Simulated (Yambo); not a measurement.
Runs of Yambo 5.3.0 on Si. The structure is cubic, space group Fd-3m (No. 227). The conventional cell has a = 5.444 Å, b = 5.444 Å, c = 5.444 Å, α = 90.00°, β = 90.00°, γ = 90.00°. Si (site symmetry -43m) has 4 Si at 2.36 Å as nearest neighbours. 

```tsv
task	level	potentials or basis	k mesh	cutoff (eV)	k mesh of the self-consistent run	form of the LDA	random integration of the Coulomb term	states corrected	cutoff of exchange and Vxc	other keys	gap on the mesh (eV)
optical spectrum	PBEsol	PseudoDojo 0.4.1 SR PBEsol standard	20 × 20 × 20	490	20 × 20 × 20	-	-	-	-	-	0.48
optical spectrum	PBEsol	PseudoDojo 0.4.1 SR PBEsol standard	6 × 6 × 6	490	8 × 8 × 8	-	-	-	-	-	0.61
energy-loss spectrum	PBE	PseudoDojo 0.4.1 SR PBE standard	6 × 6 × 6	490	8 × 8 × 8	-	-	-	-	-	(a)
optical spectrum	PBEsol	PseudoDojo 0.4.1 SR PBEsol standard	20 × 20 × 20	490	20 × 20 × 20	-	-	-	-	several, not listed	0.48
optical spectrum	LDA	PseudoDojo 0.4.1 SR LDA standard	6 × 6 × 6	435	8 × 8 × 8	PW92	-	-	-	-	0.63
```

Alike in all rows: no spin polarisation; cell as given; smearing fixed.

Question: Fill in the values left out.

Answer: (a) 0.72.

Caveats: this k mesh misses the band edges, so its gaps are larger than the crystal's (some runs); independent-particle spectra lack excitons (some runs); spectra need much finer meshes, so this one isn't converged (some runs); the LDA kernel is used on GGA states, which is inconsistent by a few percent (some runs); these spectra lack excitons (some runs); loss spectra need finer meshes, so the fine structure isn't converged (some runs); the long-range kernel's strength is typed, not fitted to the crystal's screening (some runs).
